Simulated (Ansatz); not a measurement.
CdS:

```xyz
2
Lattice="0.0000 2.7532 2.7532 2.7532 0.0000 2.7532 2.7532 2.7532 0.0000" Properties=species:S:1:pos:R:3 pbc="T T T"
Cd    0.0000    0.0000    0.0000
S     2.7532    2.7532    2.7532
```

Measurements of this composition are mostly on another form, of space group No. 186.

- Program: Ansatz 0.2.0
- Task: relaxation of cell and atoms
- Functional: HF
- Potentials or basis: Ansatz PAW
- Cutoff: 420 eV (not typed: the program's choice for these potentials)
- k mesh: 4 × 4 × 4
- Occupations: fermi-dirac, width 0.05 eV
- Spin: no spin polarisation

At the start: volume 20.87 Å³/atom.

Task: How do energy, volume and symmetry change on relaxing?

Result: It ends after 5 steps and the volume is 22.13 Å³/atom (+6.0 %); space group Fm-3m (No. 225, to 0.05 Å).

Step by step:
| step | energy change (eV) | largest force (eV/Å) | volume (Å³) |
| --- | --- | --- | --- |
| 1 | 0.0000 | 0.0000 | 41.74 |
| 2 | 0.0037 | 0.0000 | 46.15 |
| 3 | -0.0215 | 0.0000 | 44.44 |
| 4 | -0.0226 | 0.0000 | 44.25 |
| 5 | -0.0378 | 0.0000 | 44.25 |

Final structure:
```
Cd S
1.0
     0.00000    2.80734    2.80734
     2.80734    0.00000    2.80734
     2.80734    2.80734    0.00000
Cd S
1 1
Direct
  0.00000 0.00000 0.00000
  0.50000 0.50000 0.50000
```

Caveat: the k mesh is coarse (spacing up to 0.49 Å⁻¹), so the values aren't converged, least of all with exact exchange; the plane-wave basis is chosen anew once the cell has moved, so the energies of steps on either side of that aren't comparable; the pressure holds a Pulay correction of +0.8 GPa for the finite cutoff; the PAW data sets come from PBE, with cores solved anew for the run's functional, which leaves a small shift of forces and pressure.
